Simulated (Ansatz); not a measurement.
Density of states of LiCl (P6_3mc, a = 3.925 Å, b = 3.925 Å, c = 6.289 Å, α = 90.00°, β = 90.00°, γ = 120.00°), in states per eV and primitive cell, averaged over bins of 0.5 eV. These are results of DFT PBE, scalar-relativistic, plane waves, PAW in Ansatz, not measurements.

Cutoff 420 eV; k points 9×9×4 on the computed 4-atom cell (Γ-centred); Gaussian smearing, width 0.02 eV; no spin polarisation.

The cell is relaxed at this level. The states (both spins) are summed by tetrahedra on a 14×14×6 mesh at the self-consistent density. Energies are bin centres; the table starts no lower than −8 eV and ends at 6 eV, or lower where the solved bands end.

The gap is 5.94 eV at this level, with the zero inside it.

```tsv
E − E_F (eV)	total	Cl 3p	Li 2s	Cl 3s	Li 1s
-4.80	3.73	3.44	0.24	0.01	0.01
-4.30	4.83	4.45	0.29	0.03	0.02
-3.80	7.02	6.82	0.11	0.01	0.01
-3.30	8.36	8.26	0.02	0.00	0.00
-2.80	0.06	0.06	0.00	0.00	0.00
-2.30	0.00	0.00	0.00	0.00	0.00
-1.80	0.00	0.00	0.00	0.00	0.00
-1.30	0.00	0.00	0.00	0.00	0.00
-0.80	0.00	0.00	0.00	0.00	0.00
-0.30	0.00	0.00	0.00	0.00	0.00
0.20	0.00	0.00	0.00	0.00	0.00
0.70	0.00	0.00	0.00	0.00	0.00
1.20	0.00	0.00	0.00	0.00	0.00
1.70	0.00	0.00	0.00	0.00	0.00
2.20	0.00	0.00	0.00	0.00	0.00
2.70	0.00	0.00	0.00	0.00	0.00
3.20	0.10	0.00	0.07	0.02	0.00
3.70	0.32	0.02	0.22	0.06	0.00
4.20	1.00	0.06	0.53	0.10	0.00
4.70	2.95	0.10	0.89	0.10	0.00
5.20	2.46	0.06	0.50	0.04	0.00
```

The columns after the total are the Löwdin projections on the occupied valence shells of the potentials. The rest of the total lies in shells that are empty in the free atom, which aren't projected, and between the atoms.

This wurtzite form isn't the usual stable structure of the compound.